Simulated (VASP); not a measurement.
# LiF in VASP 6.6.1, single-point calculation

INCAR

```
IBRION = -1
ISMEAR = -1
NBANDS = 12
LWAVE = .FALSE.
ENCUT = 520
NELM = 72
METAGGA = TPSS
EDIFF = 1E-7
SIGMA = 0.02
PREC = Accurate
LREAL = .FALSE.
ISIF = 2
ISPIN = 2
MAGMOM = 3 3
LCHARG = .FALSE.
LASPH = .TRUE.
NSW = 0
```

KPOINTS

```
KPOINTS created by Atomic Simulation Environment
0
Gamma
10 10 10
0 0 0
```

POSCAR

```
Li F
 1.0000000000000000
     0.0000000000000000    1.9755189502999999    1.9755189502999999
     1.9755189502999999    0.0000000000000000    1.9755189502999999
     1.9755189502999999    1.9755189502999999    0.0000000000000000
 Li  F
   1   1
Cartesian
  0.0000000000000000  0.0000000000000000  0.0000000000000000
  1.9755189503000004  1.9755189503000004  1.9755189503000004
```

The recommended PBE PAW datasets give the neutral cell 10 valence electrons.

Command

```
mpirun -np 1 vasp_std
```

Q: Predict the outcome of this run.

A: It didn't converge.

OSZICAR

```
N       E                     dE             d eps       ncg     rms          rms(c)
DAV:   1    -0.561621248356E+09   -0.56162E+09   -0.18695E+09  2484   0.579E+07
DAV:   2    -0.605752961820E+09   -0.44132E+08   -0.44075E+08  3124   0.128E+08
DAV:   3    -0.605866255326E+09   -0.11329E+06   -0.11315E+06  3452   0.592E+06
DAV:   4    -0.605866556685E+09   -0.30136E+03   -0.73758E+03  3044   0.424E+05
DAV:   5    -0.605882790210E+09   -0.16234E+05   -0.16220E+05  3748   0.461E+04    0.101E+02
DAV:   6     0.286023034081E+04    0.60589E+09   -0.21387E+04  2872   0.769E+02    0.102E+02
DAV:   7    -0.281135936729E+03   -0.31414E+04   -0.15915E+03  3572   0.113E+02    0.723E+01
DAV:   8    -0.211512559871E+02    0.25998E+03   -0.46676E+03  3104   0.472E+02    0.283E+01
DAV:   9    -0.139108706258E+04   -0.13699E+04   -0.96191E+03  4224   0.119E+02    0.921E+01
DAV:  10     0.358345650982E+02    0.14269E+04   -0.89392E+03  2972   0.611E+02    0.241E+01
...
DAV:  64    -0.106189887088E+02   -0.70642E+00   -0.29480E+01  2480   0.376E+01    0.149E+01
DAV:  65    -0.540237998461E+01    0.52166E+01   -0.11029E+02  2352   0.728E+01    0.146E+01
DAV:  66     0.275859554156E+02    0.32988E+02   -0.25139E+01  2972   0.441E+01    0.134E+01
DAV:  67     0.155747785175E+02   -0.12011E+02   -0.34339E+01  2628   0.373E+01    0.169E+01
DAV:  68     0.269548693597E+02    0.11380E+02   -0.27358E+01  2692   0.384E+01    0.187E+01
DAV:  69     0.219194131718E+02   -0.50355E+01   -0.80555E+01  2324   0.413E+01    0.172E+01
DAV:  70     0.204763538583E+00   -0.21715E+02   -0.16030E+01  2612   0.312E+01    0.146E+01
DAV:  71     0.385261701612E+02    0.38321E+02   -0.56738E+01  2332   0.412E+01    0.182E+01
DAV:  72     0.310208650199E+02   -0.75053E+01   -0.33375E+01  2696   0.346E+01
   1 F= 0.31020865E+02 E0= 0.31021531E+02  d E =-.133113E-02  mag=     0.2795
```

Standard output (part)

```
POSCAR found type information on POSCAR LiF
 POSCAR found :  2 types and       2 ions
 LDA part: xc-table for (None), standard interpolation
 POSCAR, INCAR and KPOINTS ok, starting setup
 WAVECAR not read
 entering main loop
|     The electronic self-consistency was not achieved in the given           |
|     number of steps (NELM). The forces and other quantities evaluated       |
|     might not be reliable so examine the results carefully. If you find     |
|     spurious results, we suggest increasing NELM, if you were close to      |
|     convergence or switching to a different ALGO or adjusting the           |
|     density mixing parameters otherwise.                                    |
```
